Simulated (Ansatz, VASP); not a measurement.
Ag, level by level in two programs

```xyz
1
Lattice="-1.6333 1.6333 1.6333 1.6333 -1.6333 1.6333 1.6333 1.6333 -1.6333" Properties=species:S:1:pos:R:3 pbc="T T T"
Ag    0.0000    0.0000    0.0000
```

This isn't the form of Ag at room conditions, which is fcc.

Single points on this cell with VASP 6.6.1 and Ansatz 0.2.0. Each row is one pair of runs. Alike in all rows: spin: off; k mesh: 11 × 11 × 11; smearing: fermi-dirac, width 0.05 eV.

| level | VASP's potentials, cutoff | Ansatz's potentials, cutoff | gap on the k mesh at the Fermi level (eV), VASP | gap on the k mesh at the Fermi level (eV), Ansatz | pressure (GPa), VASP | pressure (GPa), Ansatz |
| --- | --- | --- | --- | --- | --- | --- |
| LDA | VASP PAW LDA potentials, release 64 (Ag), 520 eV | Ansatz PAW, 420 eV | none | none | -8.3 | -8.4 |
| PBEsol | VASP PAW PBE potentials, release 64 (Ag), 520 eV | Ansatz PAW, 420 eV | none | none | -4.1 | -3.9 |
| r2SCAN | VASP PAW PBE potentials, release 64 (Ag), 520 eV | Ansatz PAW, 500 eV | none | none | 0.1 | 0.0 |

Pressure (GPa): the two programs differ by at most 0.18.

A gap of «none» marks a metal or a gap that the smearing closes.

Caveats: the PAW data sets were made with another functional, which shifts forces and pressure a little (VASP); the PAW data sets come from PBE, with cores solved anew for the run's functional, which leaves a small shift of forces and pressure (Ansatz).
